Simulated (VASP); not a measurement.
Write the native input for VASP 6.6.1 that does the following.

```yaml
Task: relaxation of cell and atoms
Functional: PBEsol
Potentials_or_basis: VASP PAW PBE potentials, release 64 (Fe, Si)
Cutoff: 600 eV
k_mesh: 8 × 8 × 8
Occupations: gaussian, width 0.03 eV
Spin: no spin polarisation
Further_INCAR_settings: ALGO = Normal; EDIFF = 1e-07; IBRION = 2; EDIFFG = -0.005; NSW = 90; ISIF = 3
```

The structure of FeSi lies in POSCAR:

```
FeSi                                    
1.0
    4.4066592025     -0.0000000000      0.0000000000
   -0.0000000000      4.4066592025     -0.0000000000
   -0.0000000000     -0.0000000000      4.4066592025
  Fe              Si            
     4     4
Direct
     0.1371590912779576    0.1371590912779576    0.1371590912779576
     0.3628409087220423    0.8628409087220424    0.6371590912779576
     0.6371590912779576    0.3628409087220423    0.8628409087220424
     0.8628409087220424    0.6371590912779576    0.3628409087220423
     0.8410046053387746    0.8410046053387746    0.8410046053387746
     0.6589953946612254    0.1589953946612254    0.3410046053387745
     0.3410046053387745    0.6589953946612254    0.1589953946612254
     0.1589953946612254    0.3410046053387745    0.6589953946612254
```

The input as run:

INCAR

```
SYSTEM = FeSi
ALGO = Normal ; EDIFF = 1E-7
EDIFFG = -0.005 ; ENCUT = 600
GGA = PS ; IBRION = 2
ISIF = 3 ; ISMEAR = 0
KPAR = 2 ; LASPH = .TRUE.
LCHARG = .FALSE. ; LREAL = .FALSE.
LWAVE = .FALSE. ; NELM = 80
NSW = 90 ; PREC = Accurate
SIGMA = 0.03
```

KPOINTS

```
k-points
0
G
  8 8 8
  0 0 0
```

Potentials or basis: VASP PAW PBE potentials, release 64 (Fe, Si).

The run is started by

```sh
$ cat potpaw_PBE.64/Fe/POTCAR potpaw_PBE.64/Si/POTCAR > POTCAR
$ mpirun -np 2 vasp_std > vasp.out
```

It gave:

| Item | Value |
| --- | --- |
| Relaxed volume | 10.69 Å³/atom |
| Relaxed cell | a = 4.406 Å, b = 4.406 Å, c = 4.406 Å, α = 90.00°, β = 90.00°, γ = 90.00° |
| Space group after relaxing (to 0.05 Å) | P2_13 (No. 198) |
| Energy gained by relaxing | 0.0 meV/atom |
| Ionic steps | 5 |
| Pressure after relaxing | 0.0 GPa |
| Largest force after relaxing | 0.003 eV/Å |
| Band gap on the k mesh | 0.14 eV, indirect (least direct gap 0.16 eV) |

Caveat: the PAW data sets were made with another functional, which shifts forces and pressure a little.

Run time: 100 s on 2 MPI ranks on Intel(R) Xeon(R) Platinum 8488C (Sapphire Rapids), on a shared host, peak memory 0.27 GiB a rank.
